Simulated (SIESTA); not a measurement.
The system is SiMo3.

```
CELL_PARAMETERS angstrom
4.88900 0.00000 0.00000
0.00000 4.88900 0.00000
0.00000 0.00000 4.88900
ATOMIC_POSITIONS crystal
Mo 0.00000 0.50000 0.25000
Mo 0.00000 0.50000 0.75000
Mo 0.50000 0.25000 0.00000
Mo 0.75000 0.00000 0.50000
Mo 0.50000 0.75000 0.00000
Mo 0.25000 0.00000 0.50000
Si 0.50000 0.50000 0.50000
Si 0.00000 0.00000 0.00000
```

```yaml
Program: SIESTA 5.4.2
Task: single point
Functional: PBE
Potentials_or_basis: PseudoDojo 0.4 standard (PBE files)
Basis: DZP (energy shift 0.003 Ry; two zetas on semicore shells)
Grid_cutoff: 800 Ry
Energy_shift: 0.003 Ry
k_mesh: 6 × 6 × 6
Occupations: fermi-dirac, width 0.05 eV
Spin: no spin polarisation
```

On this cell: pressure 6.7 GPa; largest force zero by symmetry; band gap on the k mesh none (metal or under the smearing width).

The same run follows on a disturbed copy (atoms moved at random, drawn with an rms of 0.05 Å):

```
Mo Si
1.0
     4.88900    0.00000    0.00000
     0.00000    4.88900    0.00000
     0.00000    0.00000    4.88900
Mo Si
6 2
Direct
  0.00350 0.50161 0.24940
  0.99492 0.51684 0.74836
  0.50559 0.25888 0.99842
  0.74926 0.99441 0.50376
  0.50139 0.75080 0.99716
  0.25267 0.00221 0.50679
  0.51235 0.48954 0.49797
  0.00821 0.99440 0.00170
```

Problem. What changes?

Solution. The energy (extrapolated to zero smearing) moves by +17.1 meV/atom; pressure 7.4 GPa; largest force 1.418 eV/Å; band gap on the k mesh none (metal or under the smearing width).

Forces in eV/Å, atoms in the order of the input:
```
Mo   0.111 -0.113 -0.003
Mo   0.720 -1.218  0.095
Mo  -0.167 -0.782  0.144
Mo   0.275  0.447 -0.288
Mo   0.064  0.591  0.324
Mo  -0.172 -0.023 -0.442
Si  -0.603  0.441 -0.012
Si  -0.227  0.655  0.178
```

Stress tensor (GPa, compression positive):
```
 7.39 -0.16 -0.12
-0.16  7.71 -0.31
-0.12 -0.31  7.18
```

Caveats: the basis of atomic orbitals isn't converged, which shifts pressures, moduli and gaps.
